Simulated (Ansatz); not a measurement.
**Pt: pressure against volume**

Pt, Fm-3m, a = 3.970 Å. Ansatz: PBE, PAW, 420 eV, Γ-centred 18×18×18 mesh on 1 atom, Gaussian smearing 0.10 eV; no spin polarisation. Symmetry fixes shape and atoms, so the cell is only scaled; pressure is positive in compression.

```tsv
V (Å³/atom)	P (GPa)
14.705	?
15.175	8.20
15.644	-0.01
16.113	-6.77
16.583	-12.32
```

Take V0 = 15.644 Å³/atom, count pressures from its P0 = -0.01 GPa, fit the third-order Birch–Murnaghan form to the other rows, and predict the missing pressure.

With the Eulerian strain f = ½[(V0/V)^(2/3) − 1] and y = (P − P0)/[3f(1 + 2f)^(5/2)], the form is the line y = B0 + 1.5 B0 (B0′ − 4) f. Rows (f, y): 0.01025, 253.8; -0.00975, 242.8; -0.01906, 237.3. Means f = -0.006187, y = 244.63; Σ(Δf)² = 0.0004486, ΣΔfΔy = 0.2516; the slope is their ratio. y = 248.1 + 560.9 f GPa, so B0 = 248.1 GPa and B0′ = 4 + 2 × (560.9)/(3 × 248.1) = 5.51. At V = 14.705, f = 0.02106, y = 259.91 and P = 18.20 GPa. The run gave 18.15 GPa, so the fit is 0.05 GPa too high, a small miss on the scale of the series. The form still works here, 33 % of the fitted range beyond its end.

Spin–orbit coupling is left out, which can shift energies with elements as heavy as these.